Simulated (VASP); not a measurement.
# C (Fd-3m) in VASP: relaxation of cell and atoms with r2SCAN

Aim: the relaxation of cell and atoms of C with r2SCAN.

All numbers are computed with VASP 6.6.1; they aren't measurements. Logs are shortened: lines on timing, memory, paths and dates and some standing lists are left out, and cuts for length are marked.

**1. Starting point**

It takes space group Fd-3m (No. 227, cubic). The conventional cell has a = 3.567 Å, b = 3.567 Å, c = 3.567 Å, α = 90.00°, β = 90.00°, γ = 90.00°. C (site symmetry -43m) has 4 C at 1.54 Å as nearest neighbours.

This isn't the form of C at room conditions, which is graphite.

**2. Relaxation of cell and atoms, r2SCAN**

INCAR

```
SYSTEM = C
PREC = Accurate
ENCUT = 600
EDIFF = 1E-7
ISMEAR = 0
SIGMA = 0.02
LREAL = .False.
LASPH = .True.
NELM = 60
ALGO = Normal
ISIF = 3
LWAVE = .False.
LCHARG = .False.
METAGGA = R2SCAN
LMIXTAU = .True.
IBRION = 2
NSW = 80
EDIFFG = -0.004
```

KPOINTS

```
regular mesh
0
Gamma
  12 12 12
  0 0 0
```

POSCAR

```
C
1.0
    0.0000000000      1.7833700000      1.7833700000
    1.7833700000      0.0000000000      1.7833700000
    1.7833700000      1.7833700000      0.0000000000
C
2
Direct
    0.0000000000      0.0000000000      0.0000000000
    0.2500000000      0.2500000000      0.2500000000
```

Potentials or basis: VASP PAW PBE potentials, release 64 (C).

The run is started by

```
cat potpaw_PBE.64/C/POTCAR > POTCAR
mpirun -np 1 vasp_std > vasp.out
```

OUTCAR:

```text
SYSTEM = C
   PREC = Accurate
   ENCUT = 600
   EDIFF = 1E-7
   ISMEAR = 0
   LREAL = .False.
   LASPH = .True.
   NELM = 60
   ISIF = 3
   METAGGA = R2SCAN
   IBRION = 2
   NSW = 80
   EDIFFG = -0.004

 ion  position               nearest neighbor table
   1  0.000  0.000  0.000-   2 1.54   2 1.54   2 1.54   2 1.54
   2  0.250  0.250  0.250-   1 1.54   1 1.54   1 1.54   1 1.54

  LATTYP: Found a face centered cubic cell.
 ALAT       =     3.5667400000

  Lattice vectors:

 A1 = (   0.0000000000,   1.7833700000,   1.7833700000)
 A2 = (   1.7833700000,   0.0000000000,   1.7833700000)
 A3 = (   1.7833700000,   1.7833700000,   0.0000000000)

Analysis of symmetry for initial positions (statically):
=====================================================================
 Subroutine PRICEL returns:
 Original cell was already a primitive cell.

 Routine SETGRP: Setting up the symmetry group for a
 face centered cubic supercell.

 Subroutine GETGRP returns: Found 48 space group operations
 (whereof 24 operations were pure point group operations)
 out of a pool of 48 trial point group operations.

The static configuration has the point symmetry T_d .
 The point group associated with its full space group is O_h .

Analysis of symmetry for dynamics (positions and initial velocities):
=====================================================================
 Subroutine PRICEL returns:
 Original cell was already a primitive cell.

 Routine SETGRP: Setting up the symmetry group for a
 face centered cubic supercell.

 Subroutine GETGRP returns: Found 48 space group operations
 (whereof 24 operations were pure point group operations)
 out of a pool of 48 trial point group operations.

The dynamic configuration has the point symmetry T_d .
 The point group associated with its full space group is O_h .

 Subroutine INISYM returns: Found 48 space group operations
 (whereof 24 operations are pure point group operations),
 and found     1 'primitive' translations

----------------------------------------------------------------------------------------

                                     Primitive cell

  volume of cell :      11.3437

  direct lattice vectors                    reciprocal lattice vectors
     0.000000000  1.783370000  1.783370000    -0.280368067  0.280368067  0.280368067
     1.783370000  0.000000000  1.783370000     0.280368067 -0.280368067  0.280368067
     1.783370000  1.783370000  0.000000000     0.280368067  0.280368067 -0.280368067

  length of vectors
     2.522066041  2.522066041  2.522066041     0.485611737  0.485611737  0.485611737

  position of ions in fractional coordinates (direct lattice)
     0.000000000  0.000000000  0.000000000
     0.250000000  0.250000000  0.250000000

  ion indices of the primitive-cell ions
   primitive index   ion index
                 1           1
                 2           2

----------------------------------------------------------------------------------------

 KPOINTS: regular mesh

Automatic generation of k-mesh.
 Grid dimensions read from file:
 generate k-points for:   12   12   12

 Generating k-lattice:

  Cartesian coordinates                     Fractional coordinates (reciprocal lattice)
    -0.023364006  0.023364006  0.023364006     0.083333333  0.000000000  0.000000000
     0.023364006 -0.023364006  0.023364006     0.000000000  0.083333333  0.000000000
     0.023364006  0.023364006 -0.023364006     0.000000000  0.000000000  0.083333333

  Length of vectors
     0.040467645  0.040467645  0.040467645

  Shift w.r.t. Gamma in fractional coordinates (k-lattice)
     0.000000000  0.000000000  0.000000000

 Subroutine IBZKPT returns following result:
 ===========================================

 Found     72 irreducible k-points:

 Following reciprocal coordinates:
            Coordinates               Weight
  0.000000  0.000000  0.000000      1.000000
  0.083333  0.000000  0.000000      8.000000
  0.166667  0.000000  0.000000      8.000000
  0.250000  0.000000  0.000000      8.000000
  0.333333  0.000000  0.000000      8.000000
  0.416667  0.000000  0.000000      8.000000
[... 16 lines left out ...]
  0.500000  0.166667  0.000000     24.000000
 -0.416667  0.166667  0.000000     24.000000
 [... further k-points ...]
   k-points           NKPTS =     72   k-points in BZ     NKDIM =     72   number of bands    NBANDS=      8
   number of dos      NEDOS =    301   number of ions     NIONS =      2
   total plane-waves  NPLWV =   8000
   dimension x,y,z NGX =    20 NGY =   20 NGZ =   20
   dimension x,y,z NGXF=    40 NGYF=   40 NGZF=   40
   ions per type =               2
   NGX,Y,Z   is equivalent  to a cutoff of  13.18, 13.18, 13.18 a.u.
   NGXF,Y,Z  is equivalent  to a cutoff of  26.37, 26.37, 26.37 a.u.
 SYSTEM =  C
   PREC   = accura    normal or accurate (medium, high low for compatibility)
   ISTART =      0    job   : 0-new  1-cont  2-samecut
   ICHARG =      2    charge: 1-file 2-atom 10-const
   ISPIN  =      1    spin polarized calculation?
   LNONCOLLINEAR =      F non collinear calculations
   LSORBIT =      F    spin-orbit coupling
   LASPH  =      T    aspherical Exc in radial PAW
   ENCUT  =  600.0 eV  44.10 Ry    6.64 a.u.   5.04  5.04  5.04*2*pi/ulx,y,z
   NELM   =     60;   NELMIN=  2; NELMDL= -5     # of ELM steps
   EDIFF  = 0.1E-06   stopping-criterion for ELM
   LREAL  =      F    real-space projection
   EDIFFG = -.4E-02   stopping-criterion for IOM
   NSW    =     80    number of steps for IOM
   IBRION =      2    ionic relax: 0-MD 1-quasi-New 2-CG
   NFREE  =      1    steps in history (QN), initial steepest desc. (CG)
   ISIF   =      3    stress and relaxation
   ISYM   =      2    0-nonsym 1-usesym 2-fastsym
   POTIM  = 0.5000    time-step for ionic-motion
   TEBEG  =    0.0;   TEEND  =   0.0 temperature during run
   PSTRESS=    0.0 pullay stress
   NELECT =       8.0000    total number of electrons
   NUPDOWN=      -1.0000    fix difference up-down
   EMIN   =  10.00;   EMAX   =-10.00  energy-range for DOS
   EFERMI =   0.00;   METHOD = LEGACY
   ISMEAR =     0;   SIGMA  =   0.02  broadening in eV -4-tet -1-fermi 0-gaus
   EFERMI_NEDOS =   21; number of points for ismear=-14 and -15
   IALGO  =     38    algorithm
   IMIX   =      4    mixing-type and parameters
     AMIX     =   0.40;   BMIX     =  1.00
     AMIX_MAG =   1.60;   BMIX_MAG =  1.00
  volume/ion in A,a.u.               =       5.67        38.28
  Fermi-wavevector in a.u.,A,eV,Ry     =   1.457203  2.753714 28.891161  2.123440
  Thomas-Fermi vector in A             =   2.574032
   LORBIT       =      0    0 simple, 1 ext, 2 COOP (PROOUT), +10 PAW based schemes
   METAGGA = R2SCAN    functional components
   LHFCALC =     F    Hartree Fock is set to
   AEXX    =    0.0000 exact exchange contribution
   IVDW    =     0    specifies the selected vdW correction
   LEPSILON=     F    determine dielectric tensor
   LRPA    =     F    only Hartree local field effects (RPA)
 conjugate gradient relaxation of ions
 non-spin polarized calculation
 Gauss-broadening in eV      SIGMA  =   0.02
  energy-cutoff  :      600.00
  volume of cell :       11.34
 maximum number of plane-waves:       388
   NGX =  9   NGY =  9   NGZ =  9

--------------------------------------- Ionic step        1  -------------------------------------------

 number of electron       7.9999999 magnetization

 Free energy of the ion-electron system (eV)
  ---------------------------------------------------
  ext. energy  EPLUGINS =         0.00000000
  ---------------------------------------------------
  free energy    TOTEN  =       -19.66402328 eV

  energy without entropy =      -19.66402328  energy(sigma->0) =      -19.66402328

------------------------ aborting loop because EDIFF is reached ----------------------------------------

  FORCE on cell =-STRESS in cart. coord.  units (eV):
  Direction    XX          YY          ZZ          XY          YZ          ZX
  --------------------------------------------------------------------------------------
  -------------------------------------------------------------------------------------
  Total       -0.1482757     -0.1482757     -0.1482757      0.0000000      0.0000000      0.0000000
  in kB      -20.9423947    -20.9423947    -20.9423947      0.0000000      0.0000000      0.0000000
  external PRESSURE =     -20.9423947 kB  Pullay stress =       0.0000000 kB

 VOLUME and BASIS-vectors are now :
 -----------------------------------------------------------------------------
  energy-cutoff  :      600.00
  volume of cell :       11.34
      direct lattice vectors                 reciprocal lattice vectors
     0.000000000  1.783370000  1.783370000    -0.280368067  0.280368067  0.280368067
     1.783370000  0.000000000  1.783370000     0.280368067 -0.280368067  0.280368067
     1.783370000  1.783370000  0.000000000     0.280368067  0.280368067 -0.280368067

 POSITION                                       TOTAL-FORCE (eV/Angst)
 -----------------------------------------------------------------------------------
      0.00000      0.00000      0.00000         0.000000      0.000000     -0.000000
      0.89168      0.89168      0.89168        -0.000000     -0.000000      0.000000
 -----------------------------------------------------------------------------------
    total drift:                                0.000000      0.000000      0.000000

  FREE ENERGIE OF THE ION-ELECTRON SYSTEM (eV)
  ---------------------------------------------------
  free  energy   TOTEN  =       -19.6640232850 eV

  energy  without entropy=      -19.6640232850  energy(sigma->0) =      -19.66402328

--------------------------------------- Ionic step        2  -------------------------------------------

 number of electron       7.9999999 magnetization

 E-fermi :  10.0199     XC(G=0): -14.3165

 val. band max:        9.8681965854   @ k =   0.0000   0.0000   0.0000
 cond. band min:      14.2362593343   @ k =   0.3333   0.3333   0.0000
 fundamental gap:      4.3680627488
 Fermi energy:        10.0198708869

 k-point     1 :       0.0000    0.0000    0.0000
  band No.  band energies     occupation
      1     -12.9760      2.00000
      2       9.8682      2.00000
      3       9.8682      2.00000
      4       9.8682      2.00000
      5      15.7331      0.00000
      6      15.7331      0.00000
      7      15.7331      0.00000
      8      23.9442      0.00000

 k-point     2 :       0.0833    0.0000    0.0000
  band No.  band energies     occupation
      1     -12.7738      2.00000
      2       8.5402      2.00000
      3       9.5189      2.00000
      4       9.5189      2.00000
      5      16.1908      0.00000
      6      16.1908      0.00000
      7      16.5144      0.00000
      8      24.1393      0.00000
[... 264 lines left out ...]
 POSITION                                       TOTAL-FORCE (eV/Angst)
 -----------------------------------------------------------------------------------
      1.77699      1.77699      3.55398        -0.000000     -0.000000     -0.000000
      0.88850      0.88850      0.88850         0.000000      0.000000      0.000000
 -----------------------------------------------------------------------------------
    total drift:                               -0.000000     -0.000000      0.000000

  FREE ENERGIE OF THE ION-ELECTRON SYSTEM (eV)
  ---------------------------------------------------
  free  energy   TOTEN  =       -19.6637996396 eV

  energy  without entropy=      -19.6637996396  energy(sigma->0) =      -19.66379964

--------------------------------------- Ionic step        3  -------------------------------------------

 number of electron       7.9999999 magnetization

 Free energy of the ion-electron system (eV)
  ---------------------------------------------------
  ext. energy  EPLUGINS =         0.00000000
  ---------------------------------------------------
  free energy    TOTEN  =       -19.66437581 eV

  energy without entropy =      -19.66437581  energy(sigma->0) =      -19.66437581

 E-fermi :   9.9145     XC(G=0): -14.2834

 val. band max:        9.7802516217   @ k =   0.0000   0.0000   0.0000
 cond. band min:      14.1340886511   @ k =   0.3333   0.3333   0.0000
 fundamental gap:      4.3538370294
 Fermi energy:         9.9145232043

 k-point     1 :       0.0000    0.0000    0.0000
  band No.  band energies     occupation
      1     -12.9802      2.00000
      2       9.7803      2.00000
      3       9.7803      2.00000
      4       9.7803      2.00000
      5      15.6286      0.00000
      6      15.6286      0.00000
      7      15.6286      0.00000
      8      23.7110      0.00000

 k-point     2 :       0.0833    0.0000    0.0000
  band No.  band energies     occupation
      1     -12.7788      2.00000
      2       8.4585      2.00000
      3       9.4333      2.00000
      4       9.4333      2.00000
      5      16.0833      0.00000
      6      16.0833      0.00000
      7      16.4020      0.00000
      8      23.9109      0.00000
[... 264 lines left out ...]
 POSITION                                       TOTAL-FORCE (eV/Angst)
 -----------------------------------------------------------------------------------
      0.00000      0.00000     -0.00000         0.000000      0.000000      0.000000
      0.89028      0.89028      0.89028        -0.000000     -0.000000     -0.000000
 -----------------------------------------------------------------------------------
    total drift:                                0.000000      0.000000      0.000000

  FREE ENERGIE OF THE ION-ELECTRON SYSTEM (eV)
  ---------------------------------------------------
  free  energy   TOTEN  =       -19.6643758064 eV

  energy  without entropy=      -19.6643758064  energy(sigma->0) =      -19.66437581

 reached required accuracy - stopping structural energy minimisation
```

It took 35 s on 1 thread of Intel Xeon 6975P-C (Granite Rapids), shared host; peak memory 0.11 GiB.

Results:

```
Free energy                            : -19.6644 eV
Relaxed volume                         : 5.65 Å³/atom
Relaxed cell                           : a = 2.518 Å, b = 2.518 Å, c = 2.518 Å, α = 60.00°, β = 60.00°, γ = 60.00°
Space group after relaxing (to 0.05 Å) : Fd-3m (No. 227)
Energy gained by relaxing              : 0.2 meV/atom
Ionic steps                            : 3
Pressure after relaxing                : 0.0 GPa
Band gap on the k mesh                 : 4.35 eV, indirect (least direct gap 5.85 eV)
```

The path:
```
step  energy change (eV)  largest force (eV/Å)  pressure (GPa)  volume (Å³)
   1              0.0000                0.0000           -2.09        11.34
   2              0.0002                0.0000            2.74        11.22
   3             -0.0004                0.0000            0.01        11.29
```

Final structure:
```
CELL_PARAMETERS angstrom
0.00000 1.78056 1.78056
1.78056 0.00000 1.78056
1.78056 1.78056 0.00000
ATOMIC_POSITIONS crystal
C 0.00000 0.00000 0.00000
C 0.25000 0.25000 0.25000
```

Caveat: the PAW data sets were made with another functional, which shifts forces and pressure a little. A k mesh can miss the band edges.
